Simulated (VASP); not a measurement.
Wanted: the native input for a VASP 6.6.1 run.

* Task: relaxation of cell and atoms
* Functional: r2SCAN
* Potentials or basis: VASP PAW PBE potentials, release 64 (Ti_sv, Al)
* Cutoff: 600 eV
* k mesh: 8 × 8 × 8
* Occupations: fermi-dirac, width 0.05 eV
* Spin: no spin polarisation
* Ladder: gaps
* Further INCAR settings: ALGO = Normal; EDIFF = 1e-07; IBRION = 2; EDIFFG = -0.02; NSW = 60; ISIF = 3

The structure of TiAl lies in POSCAR:

```
TiAl
1.0
    3.1790640000      0.0000000000      0.0000000000
    0.0000000000      3.1790640000      0.0000000000
    0.0000000000      0.0000000000      3.1790640000
Ti Al
1 1
Direct
    0.0000000000      0.0000000000      0.0000000000
    0.5000000000      0.5000000000      0.5000000000
```

The cell comes from a database or a generator and needn't be the stable form of this composition.

One way to write it, as run:

INCAR

```
PREC = Accurate
ENCUT = 600
EDIFF = 1E-7
ISMEAR = -1
SIGMA = 0.05
LREAL = F
LASPH = T
NELM = 100
ALGO = Normal
ISIF = 3
LWAVE = F
LCHARG = F
METAGGA = R2SCAN
LMIXTAU = T
IBRION = 2
NSW = 60
EDIFFG = -0.02
```

KPOINTS

```
regular mesh
0
Gamma
  8 8 8
```

Potentials or basis: VASP PAW PBE potentials, release 64 (Ti_sv, Al).

Run with:

```sh
$ cat potpaw_PBE.64/Ti_sv/POTCAR potpaw_PBE.64/Al/POTCAR > POTCAR
$ mpirun -np 1 vasp_std > vasp.out
```

It gave:

```json
{
  "Relaxed volume": "15.99 Å³/atom",
  "Relaxed cell": "a = 3.174 Å, b = 3.174 Å, c = 3.174 Å, α = 90.00°, β = 90.00°, γ = 90.00°",
  "Space group after relaxing (to 0.05 Å)": "Pm-3m (No. 221)",
  "Energy gained by relaxing": "0.1 meV/atom",
  "Ionic steps": "3",
  "Pressure after relaxing": "0.0 GPa",
  "Band gap on the k mesh": "none (metal or under the smearing width)"
}
```

Caveat: the PAW data sets were made with another functional, which shifts forces and pressure a little.

Wall time 3.7 min on 1 thread of Intel(R) Xeon(R) Platinum 8259CL CPU @ 2.50GHz (Skylake/Cascade Lake) (shared host), peak memory 0.17 GiB.
